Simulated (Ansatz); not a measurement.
# N in Ru(0001), 2x2: scattering by a point defect

Wanted: the reflection from a plane of defects, N in Ru(0001), 2x2, and the resistivity it implies.

Main program and level: Ansatz 0.2.0; Ansatz plane-wave DFT, PBE, PAW files; ballistic transport by layer matching (Landauer), zero bias; PAW set soft_1, in the first sound run; inputs show where later runs differ.

**1. Set-up**

The cell holds 65 atoms: 64 Ru and 1 N. Its edges and angles: a = 5.412 Å, b = 5.412 Å, c = 34.255 Å, α = 90.0°, β = 90.0°, γ = 120.0°. It derives from Ru. Regions: lead, 40 atoms (40 Ru); scattering region, 25 atoms (24 Ru and 1 N). The structure is stacked along c, and the current runs across the ab planes.

**2. Transmission at ideal sites**

The defect sits in one plane of the supercell, all atoms on ideal sites; the layers about the cell's end are the lead. The mesh across the current, 12×12, is finer than the density's, because channels open and close sharply across the zone. Energies from -0.1 to 0.1 eV in steps of 0.05 eV are too few for the program's thermal sum, so it prints no conductance; for a metal the transmission near the Fermi level serves, at a fraction of the cost.

input.yaml

```yaml
crystal:
  lattice:
    - [5.4116, 0.0, 0.0]
    - [-2.7058, 4.6865830751, 0.0]
    - [0.0, 0.0, 34.2552]
  atoms:
    - { symbol: Ru, position: [0.1666666667, 0.3333333333, 0.03125] }
    - { symbol: Ru, position: [0.1666666667, 0.8333333333, 0.03125] }
    - { symbol: Ru, position: [0.6666666667, 0.3333333333, 0.03125] }
    - { symbol: Ru, position: [0.6666666667, 0.8333333333, 0.03125] }
    - { symbol: Ru, position: [0.3333333333, 0.1666666667, 0.09375] }
    - { symbol: Ru, position: [0.3333333333, 0.6666666667, 0.09375] }
    - { symbol: Ru, position: [0.8333333333, 0.1666666667, 0.09375] }
    - { symbol: Ru, position: [0.8333333333, 0.6666666667, 0.09375] }
    - { symbol: Ru, position: [0.1666666667, 0.3333333333, 0.15625] }
    - { symbol: Ru, position: [0.1666666667, 0.8333333333, 0.15625] }
    - { symbol: Ru, position: [0.6666666667, 0.3333333333, 0.15625] }
    - { symbol: Ru, position: [0.6666666667, 0.8333333333, 0.15625] }
    - { symbol: Ru, position: [0.3333333333, 0.1666666667, 0.21875] }
    - { symbol: Ru, position: [0.3333333333, 0.6666666667, 0.21875] }
    - { symbol: Ru, position: [0.8333333333, 0.1666666667, 0.21875] }
    - { symbol: Ru, position: [0.8333333333, 0.6666666667, 0.21875] }
    - { symbol: Ru, position: [0.1666666667, 0.3333333333, 0.28125] }
    - { symbol: Ru, position: [0.1666666667, 0.8333333333, 0.28125] }
    - { symbol: Ru, position: [0.6666666667, 0.3333333333, 0.28125] }
    - { symbol: Ru, position: [0.6666666667, 0.8333333333, 0.28125] }
    - { symbol: Ru, position: [0.3333333333, 0.1666666667, 0.34375] }
    - { symbol: Ru, position: [0.3333333333, 0.6666666667, 0.34375] }
    - { symbol: Ru, position: [0.8333333333, 0.1666666667, 0.34375] }
    - { symbol: Ru, position: [0.8333333333, 0.6666666667, 0.34375] }
    - { symbol: Ru, position: [0.1666666667, 0.3333333333, 0.40625] }
    - { symbol: Ru, position: [0.1666666667, 0.8333333333, 0.40625] }
    - { symbol: Ru, position: [0.6666666667, 0.3333333333, 0.40625] }
    - { symbol: Ru, position: [0.6666666667, 0.8333333333, 0.40625] }
    - { symbol: Ru, position: [0.3333333333, 0.1666666667, 0.46875] }
    - { symbol: Ru, position: [0.3333333333, 0.6666666667, 0.46875] }
    - { symbol: Ru, position: [0.8333333333, 0.1666666667, 0.46875] }
    - { symbol: Ru, position: [0.8333333333, 0.6666666667, 0.46875] }
    - { symbol: Ru, position: [0.1666666667, 0.3333333333, 0.53125] }
    - { symbol: Ru, position: [0.1666666667, 0.8333333333, 0.53125] }
    - { symbol: Ru, position: [0.6666666667, 0.3333333333, 0.53125] }
    - { symbol: Ru, position: [0.6666666667, 0.8333333333, 0.53125] }
    - { symbol: Ru, position: [0.3333333333, 0.1666666667, 0.59375] }
    - { symbol: Ru, position: [0.3333333333, 0.6666666667, 0.59375] }
    - { symbol: Ru, position: [0.8333333333, 0.1666666667, 0.59375] }
    - { symbol: Ru, position: [0.8333333333, 0.6666666667, 0.59375] }
    - { symbol: Ru, position: [0.1666666667, 0.3333333333, 0.65625] }
    - { symbol: Ru, position: [0.1666666667, 0.8333333333, 0.65625] }
    - { symbol: Ru, position: [0.6666666667, 0.3333333333, 0.65625] }
    - { symbol: Ru, position: [0.6666666667, 0.8333333333, 0.65625] }
    - { symbol: "N", position: [0.0, 0.0, 0.5625] }
    - { symbol: Ru, position: [0.3333333333, 0.1666666667, 0.71875] }
    - { symbol: Ru, position: [0.3333333333, 0.6666666667, 0.71875] }
    - { symbol: Ru, position: [0.8333333333, 0.1666666667, 0.71875] }
    - { symbol: Ru, position: [0.8333333333, 0.6666666667, 0.71875] }
    - { symbol: Ru, position: [0.1666666667, 0.3333333333, 0.78125] }
    - { symbol: Ru, position: [0.1666666667, 0.8333333333, 0.78125] }
    - { symbol: Ru, position: [0.6666666667, 0.3333333333, 0.78125] }
    - { symbol: Ru, position: [0.6666666667, 0.8333333333, 0.78125] }
    - { symbol: Ru, position: [0.3333333333, 0.1666666667, 0.84375] }
    - { symbol: Ru, position: [0.3333333333, 0.6666666667, 0.84375] }
    - { symbol: Ru, position: [0.8333333333, 0.1666666667, 0.84375] }
    - { symbol: Ru, position: [0.8333333333, 0.6666666667, 0.84375] }
    - { symbol: Ru, position: [0.1666666667, 0.3333333333, 0.90625] }
    - { symbol: Ru, position: [0.1666666667, 0.8333333333, 0.90625] }
    - { symbol: Ru, position: [0.6666666667, 0.3333333333, 0.90625] }
    - { symbol: Ru, position: [0.6666666667, 0.8333333333, 0.90625] }
    - { symbol: Ru, position: [0.3333333333, 0.1666666667, 0.96875] }
    - { symbol: Ru, position: [0.3333333333, 0.6666666667, 0.96875] }
    - { symbol: Ru, position: [0.8333333333, 0.1666666667, 0.96875] }
    - { symbol: Ru, position: [0.8333333333, 0.6666666667, 0.96875] }
kpoints:
  mp_grid: { grid: [5, 5, 1] }
hamiltonian:
  xc: pbe
  pseudopotentials: { kind: paw, azcp: { folder: soft_1 } }
scf:
  occupations: { method: fermi_dirac, width: 0.1 }
output:
  transmission: { leads: [[0, 8]], kmesh: [12, 12], e_range: [-0.1, 0.1], de: 0.05 }
  write_potential: true
  write_density: true
  volumetric_format: npy
  elf: true
```

Command:

```
$ ansatz run input.yaml --threads 4 --pin off --max-ram 15360MiB --backend cpu --events-out ev --progress --plain --runs-dir out
```

Numbers of over 12 decimals in the logs are rounded to 6 here.

Log:

```text
Engine: ansatz 0.2.0, aarch64-unknown-linux-gnu
Pseudopotentials: kind: paw
Pseudopotential: Ru, paw, valence charge 16, recommended cutoff 420 eV (normal), soft_1/Ru.paw.azcp
Pseudopotential: N, paw, valence charge 5, recommended cutoff 420 eV (normal), soft_1/N.paw.azcp
Functional definition: PBE
  parameter kappa = 0.804
  parameter beta = 0.066725
  exchange = pbe_x(kappa = kappa, mu = beta*pi^2/3)
  correlation = pbe_c(beta = beta)
Crystal: 65 atoms, lattice volume = 868.777 Å³
Basis set: ecut = 420 eV, 16909 PW (Γ)
Bands: 618, of which v1, the nominal top of the filled ones, is band 515 counted from 1 (514 counted from 0)
Symmetry: 12 space group operations
Space group: P-3m1 (ITA 164), of the structure as read, at distance tolerance 9.5e-5 Å
k-points: 5 of 25
Non-local potential: Ru, projectors of the file, l = 0: 3, l = 1: 2, l = 2: 2, l = 3: 1
Non-local potential: N, projectors of the file, l = 0: 2, l = 1: 2, l = 2: 1
PAW form: soft (Blöchl's): semilocal exchange-correlation on the pseudo side does not see the compensation charge
PAW one-centre angular grid: Ru, 590 points (default); XC on 64 Gauss nodes
PAW one-centre angular grid: N, 110 points (default); XC on 64 Gauss nodes
Initial density: superposition of atomic densities (chi_scale 0.1, normalization cell, long waves of neutral atoms (reshape's long-wave potential 2.65 eV rms, cloud 2.17 Å wide))
Initial wavefunctions: pseudopotential atomic-orbital guess
Functional: x = pbe(κ = 0.804, μ = 0.219515), c = pbe(β = 0.066725)
SCF iter   1: F=—  HF=-376659.734770 eV  |F-HF|=—  |Δ(HF+E_count)|=         —  Δρ=1.23e-1  dr2=1.55e2  ethr=3.10e-3  ⟨swp⟩=5.0  Hψ=9898  notcnv=0  defer=1
preconditioner: auto → Kerker (q_TF=auto, 2.806 Å⁻¹)  [metal: Δε(μ)=0.017 eV  Ē_g=5.421 eV  σ=0.100 eV  W_gap=0.04  n_scr=348 (ndim 8)  ℏωp=28.6 eV  f_vac=0.000  D(μ)=60.34/eV (n_scr^D=572)]
SCF iter   2: F=—  HF=-376628.022777 eV  |F-HF|=—  |Δ(HF+E_count)|=    3.17e1  Δρ=5.93e-2  dr2=3.93e1  ethr=3.10e-3  ⟨swp⟩=3.0  Hψ=6295  notcnv=0  defer=48
SCF iter   3: F=—  HF=-376619.482254 eV  |F-HF|=—  |Δ(HF+E_count)|=    8.54e0  Δρ=9.42e-3  dr2=1.31e0  ethr=3.10e-3  ⟨swp⟩=2.6  Hψ=4803  notcnv=0  defer=48
SCF iter   4: F=—  HF=-376619.517017 eV  |F-HF|=—  |Δ(HF+E_count)|=   3.48e-2  Δρ=1.25e-3  dr2=1.47e-1  ethr=1.27e-4  ⟨swp⟩=1.4  Hψ=3557  notcnv=0  defer=48
SCF iter   5: F=—  HF=-376619.514992 eV  |F-HF|=—  |Δ(HF+E_count)|=   2.03e-3  Δρ=4.29e-4  dr2=6.94e-3  ethr=1.43e-5  ⟨swp⟩=1.0  Hψ=3041  notcnv=0  defer=48
SCF iter   6: F=—  HF=-376619.514873 eV  |F-HF|=—  |Δ(HF+E_count)|=   1.18e-4  Δρ=1.14e-4  dr2=1.07e-3  ethr=6.75e-7  ⟨swp⟩=2.0  Hψ=4461  notcnv=0  defer=48
SCF iter   7: F=—  HF=-376619.514844 eV  |F-HF|=—  |Δ(HF+E_count)|=   2.97e-5  Δρ=3.42e-5  dr2=1.55e-5  ethr=1.04e-7  ⟨swp⟩=1.0  Hψ=3041  notcnv=0  defer=48
SCF iter   8: F=—  HF=-376619.516867 eV  |F-HF|=—  |Δ(HF+E_count)|=   2.02e-3  Δρ=7.67e-6  dr2=8.63e-6  ethr=1.51e-9  ⟨swp⟩=2.2  Hψ=4311  notcnv=0  defer=48
SCF iter   9: F=—  HF=-376619.516867 eV  |F-HF|=—  |Δ(HF+E_count)|=   9.17e-8  Δρ=2.04e-6  dr2=1.13e-7  ethr=8.39e-10  ⟨swp⟩=1.0  Hψ=3041  notcnv=0  defer=48
SCF iter  10: F=-376619.516867 eV  HF=-376619.516867 eV  |F-HF|=4.82e-8  |Δ(HF+E_count)|=   1.15e-8  Δρ=4.90e-7  dr2=4.90e-8  ethr=9.72e-12  ⟨swp⟩=8.0  Hψ=6656  notcnv=0
SCF 1 converged in 10 iterations: F = -376619.516867 eV  dr2 = 4.90e-8
  greatest PAW one-centre occupation: 1.000 electrons in one spin orbital (limit 2), on the Ru atom at site 39 (counted from 0), in its partial waves of l = 0
transmission: 120 of 1197 steps passed
transmission: 240 of 1197 steps passed
[...]
transmission: 1197 of 1197 steps passed
SCF converged after 10 iterations
Free energy (F): -376619.516867 eV
Harris-Foulkes:  -376619.516867 eV  (|F-HF|=4.82e-8)
Internal energy: -376617.372665 eV  (E = F + TS)
E sigma→0 (E₀):  -376618.444766 eV
Entropy (-TS):   -2.144202 eV (-32.988 meV/atom)
Fermi energy:    23.510044 eV
--- Per-component energies (eV) ---
  E_band       = -3429.671119
  E_kinetic    = 29631.478373
  E_local      = -81661.307660  (includes V_loc(G=0)·N_el)
  E_nonlocal   = 26441.234936
  E_hartree    = 27175.566021
  E_xc         = -10957.787926
  E_vxc        = -13859.299078  (∫ρ·V_xc dr)
  E_paw        = -224229.250038  (= ΣΔE_a)
  E_vpaw       = -18332.954979  (= ΣTr[D̂ρ^β])
  E_aug_tail   = 0.040583  (compensation charges beyond the density's cutoff)
  E_ewald      = -143017.346954
  E_smearing   = -2.144202  (= −TS)
  E_closure    = 0.000000  (closes the sum)
  Σ components = -376619.516867   (vs F -376619.516867, Δ=0.00e0)
--- Band table (eV; the first three rows and the last of 5) ---
  k-point 0: bands = [... 511 lower, 24.2049, 24.2334, 24.2334, 24.2599, 24.2599, 24.3878, 24.3878, 24.4393, ... 99 higher]
  k-point 1: bands = [... 511 lower, 23.8774, 23.8849, 23.9539, 23.9761, 23.9880, 23.9939, 23.9959, 24.0343, ... 99 higher]
  k-point 2: bands = [... 511 lower, 23.2828, 23.2920, 23.2980, 23.3139, 23.3682, 23.4113, 23.4672, 23.4744, ... 99 higher]
  k-point 4: bands = [... 511 lower, 23.1283, 23.1450, 23.3039, 23.3715, 23.4170, 23.4371, 23.4590, 23.4803, ... 99 higher]
--- Transmission ---
  basis      : 223 plane waves across, 63 finite elements along
  points     : 19, standing for a mesh of 12 x 12
  energies   : 5 from -0.100000 to 0.100000 eV about the Fermi level, 0.050000 eV apart; the leads are filled to 0.000000 eV, and channels, transmission and decay are at 0.000000 eV
  crystal 0  : Ru8, at the sites [0, 8], period 4.2819 Å, over 34.26 Å; its Hamiltonian steps by up to 3.7 meV
    offset         : up to 0.0000 Å between an atom of the period and one for which it stands
    channels       : 5.930556e0 a spin
    conductance    : none, the energies end too early or step too widely for 300 K: set another output.transmission.e_range or a lower de, or, where they end at an eighth of basis.ecutwfc, a higher one
  junction   : crystal 0 to crystal 0, 2.84 to 32.81 Å
    transmission   : 4.264067e0 a spin
    conductance    : none, the energies end too early or step too widely for 300 K: set another output.transmission.e_range or a lower de, or, where they end at an eighth of basis.ecutwfc, a higher one
```

Run time: 5.6 min. Hardware: 4 threads of Arm Neoverse V1, shared host; peak memory 8.7 GiB; 19 min of CPU time.

The column dr2 measures how far the density is from self-consistency, as an energy; F and HF (Harris–Foulkes) agree once it is small.

This run has no spin polarisation although its electron count is odd.

Numbers from this step:

```yaml
free_energy: -376619.5169 eV
energy_at_zero_smearing: -376618.4448 eV
fermi_energy: 23.51 eV
cell_area: 25.36 Å²
transmission_per_spin_nearest_the_fermi_level: 4.264
open_channels_per_spin_nearest_the_fermi_level: 5.931
step_of_the_lead_s_potential: 3.7 meV
```

Per spin. The transmission, zone mean by energy, zero at the Fermi level:

| energy (eV) | transmission, zone mean |
| --- | --- |
| -0.1000 | 4.16 |
| -0.0500 | 4.32 |
| 0.0000 | 4.26 |
| 0.0500 | 4.18 |
| 0.1000 | 3.98 |

Per spin. Open channels, zone mean, lead against energy, zero at the Fermi level:

| energy (eV) | open channels, zone mean, lead |
| --- | --- |
| -0.1000 | 5.64 |
| -0.0500 | 6.01 |
| 0.0000 | 5.93 |
| 0.0500 | 5.81 |
| 0.1000 | 5.22 |

Transmission over k1 and k2. At 0.0000 eV from the Fermi level.

Values, 12 rows by 12 columns:
```
3.87 4.85 3.66 2.90 2.90 3.66 4.85 3.87 4.08 2.91 2.91 4.08
3.10 3.66 4.37 4.27 4.19 4.27 4.37 3.66 3.10 2.91 1.93 2.91
1.76 2.90 4.27 5.16 5.17 5.17 5.16 4.27 2.90 1.76 2.91 2.91
3.10 2.90 4.19 5.17 5.56 7.07 5.56 5.17 4.19 2.90 3.10 4.08
3.87 3.66 4.27 5.17 7.07 8.77 8.77 7.07 5.17 4.27 3.66 3.87
5.31 4.85 4.37 5.16 5.56 8.77 9.01 8.77 5.56 5.16 4.37 4.85
3.87 3.87 3.66 4.27 5.17 7.07 8.77 8.77 7.07 5.17 4.27 3.66
3.10 4.08 3.10 2.90 4.19 5.17 5.56 7.07 5.56 5.17 4.19 2.90
1.76 2.91 2.91 1.76 2.90 4.27 5.16 5.17 5.17 5.16 4.27 2.90
3.10 2.91 1.93 2.91 3.10 3.66 4.37 4.27 4.19 4.27 4.37 3.66
3.87 4.08 2.91 2.91 4.08 3.87 4.85 3.66 2.90 2.90 3.66 4.85
5.31 3.87 3.10 1.76 3.10 3.87 5.31 3.87 3.10 1.76 3.10 3.87
```
Columns: k1 (b1) from -0.5 to 0.417; rows upwards: k2 (b2) from -0.5 to 0.417.

Open channels over k1 and k2. At 0.0000 eV from the Fermi level.

Values, 12 rows by 12 columns:
```
 6.0  7.0  5.0  4.0  4.0  5.0  7.0  6.0  7.0  5.0  5.0  7.0
 4.0  5.0  5.0  5.0  5.0  5.0  5.0  5.0  4.0  5.0  4.0  5.0
 3.0  4.0  5.0  7.0  7.0  7.0  7.0  5.0  4.0  3.0  5.0  5.0
 4.0  4.0  5.0  7.0  7.0 11.0  7.0  7.0  5.0  4.0  4.0  7.0
 6.0  5.0  5.0  7.0 11.0 12.0 12.0 11.0  7.0  5.0  5.0  6.0
 6.0  7.0  5.0  7.0  7.0 12.0 12.0 12.0  7.0  7.0  5.0  7.0
 6.0  6.0  5.0  5.0  7.0 11.0 12.0 12.0 11.0  7.0  5.0  5.0
 4.0  7.0  4.0  4.0  5.0  7.0  7.0 11.0  7.0  7.0  5.0  4.0
 3.0  5.0  5.0  3.0  4.0  5.0  7.0  7.0  7.0  7.0  5.0  4.0
 4.0  5.0  4.0  5.0  4.0  5.0  5.0  5.0  5.0  5.0  5.0  5.0
 6.0  7.0  5.0  5.0  7.0  6.0  7.0  5.0  4.0  4.0  5.0  7.0
 6.0  6.0  4.0  3.0  4.0  6.0  6.0  6.0  4.0  3.0  4.0  6.0
```
Columns: k1 (b1) from -0.5 to 0.417; rows upwards: k2 (b2) from -0.5 to 0.417.

ELF in the ca plane at fractional y = 0.167, with atoms of Ru within 0.2 Å of it. It is the smooth field of the valence electrons, not physical close to the nuclei.

Ten even steps from '0' (0.19) to '9' (0.60), each cell a mean:
```
22787322111214886222100114885221112227873221
15989612222217989413210029998322222159896122
15989712222218989513212139899323222159897122
23798412111215897222111226995221112237984221
21232121342121232111342111331112431112321213
12222211464012222202562022222203651122222114
11122121342121221111442111221212431111221213
22787322111214886221111225884121112227873221
15989612222217989412212139998323222159896122
15989712222218989513210029898322222159897122
23798412111215897222100005896221112237984121
21232121342121232112321451122212431112321213
12222211464012222212543694012203651122222114
11122121342121221112332562121212431111221213
```
Columns run along c (16.0 Å, from fractional 0.31 to 0.78 of the cell), rows up along a (5.4 Å). Atoms in or near the plane, at fractional coordinates: Ru at (0.34, 0.33), Ru at (0.34, 0.83), Ru at (0.47, 0.33), Ru at (0.47, 0.83), Ru at (0.59, 0.33), Ru at (0.59, 0.83), Ru at (0.72, 0.33), Ru at (0.72, 0.83).

Valence density in the ca plane at fractional y = 0.167, with atoms of Ru within 0.2 Å of it. It is the smooth field of the valence electrons, not physical close to the nuclei.

Ten even steps from '0' (0 e/Å³) to '9' (11 e/Å³), each cell a mean:
```
00232000000000232000000001331000000002320000
01697200000002795100000004883000000015972000
01697200000003895100000004984000000016972000
00243000000001342000000001441000000002431000
00000000000000000000000000000000000000000000
00000000110000000000110000000000110000000001
00000000000000000000000000000000000000000000
00232000000000232000000001331000000002320000
01697200000002795100000004883000000015972000
01697200000003895100000004984000000016972000
00243000000001342000000001441000000002431000
00000000000000000000000000000000000000000000
00000000110000000000110000000000110000000001
00000000000000000000000000000000000000000000
```
Columns run along c (16.0 Å, from fractional 0.31 to 0.78 of the cell), rows up along a (5.4 Å). Atoms in or near the plane, at fractional coordinates: Ru at (0.34, 0.33), Ru at (0.34, 0.83), Ru at (0.47, 0.33), Ru at (0.47, 0.83), Ru at (0.59, 0.33), Ru at (0.59, 0.83), Ru at (0.72, 0.33), Ru at (0.72, 0.83).

Electrostatic potential energy in the ca plane at fractional y = 0.167, with atoms of Ru within 0.2 Å of it. With pseudopotentials it is smooth inside the atoms' cores, unlike the true potential.

Ten even steps from '0' (-71 eV) to '9' (24 eV), each cell a mean:
```
98534799999997435899999986346999999985347999
96101599999984002699999972003899999961015999
96100599999984001699999972003899999961004899
98424799999997325899999995336999999984247999
99888999878999888999778999889998779998889998
99999999767999999998668999999997668999999997
99989999878999889999778999889998779999889998
98534799999997435899999996346999999985347999
96101599999984002699999983003899999961015999
96100599999984001699999972003899999961004899
98424799999997325899999985236999999984247999
99888999878999888999778998889998779998889998
99999999767999999998667899999997668999999997
99989999878999889999778999889998779999889998
```
Columns run along c (16.0 Å, from fractional 0.31 to 0.78 of the cell; values clipped at the 3rd and 97th percentile), rows up along a (5.4 Å). Atoms in or near the plane, at fractional coordinates: Ru at (0.34, 0.33), Ru at (0.34, 0.83), Ru at (0.47, 0.33), Ru at (0.47, 0.83), Ru at (0.59, 0.33), Ru at (0.59, 0.83), Ru at (0.72, 0.33), Ru at (0.72, 0.83).

Over the solved energies the transmission per spin lies between 3.98 and 4.32, out of 5.72 channels of the lead on average (up to 6.01).

**3. Resistance at ideal sites**

This step: Ansatz plane-wave DFT, PBE, PAW files; ballistic transport by layer matching (Landauer), zero bias; area resistance of the defect plane and resistivity an atomic per cent; PAW set soft_1 (Ansatz 0.2.0).

This step gave:

```yaml
area_resistance: 0.2160 fΩ m²
t_over_the_leads_mean_channel_count: 0.7192
resistivity_per_at_scaled_from_this_dense_plane_with_the_factor_3_over_4_for_isotropic_scattering: 3.027 µΩ cm
```

Averaged over the energies near the Fermi level, 71.9 % of the channels pass, which makes 0.216 fΩ m².

By hand, with T and the leads' channels N averaged over the energies near the Fermi level: RA = A (h/2e²)(1/T − 1/N) = 25.36×10⁻²⁰ m² × 12 906 Ω × (1/4.255 − 1/5.917) = 0.216 fΩ m². Per atomic per cent: RA × A / V_atom × 0.01 × 3/4 = 3.03 µΩ cm, with the host's V_atom = 13.57 Å³.

(Continued in part 2 of 3.)

[Logs are printed without paths, hosts, clocks, repeated set-up lines and the standing remarks that a program may print on its own settings, such as how far it seeks lower states.]

[Hosts, paths, dates, database ids (printed as entryN), source tags and the programs' standing remarks are cut or masked in the printed files.]
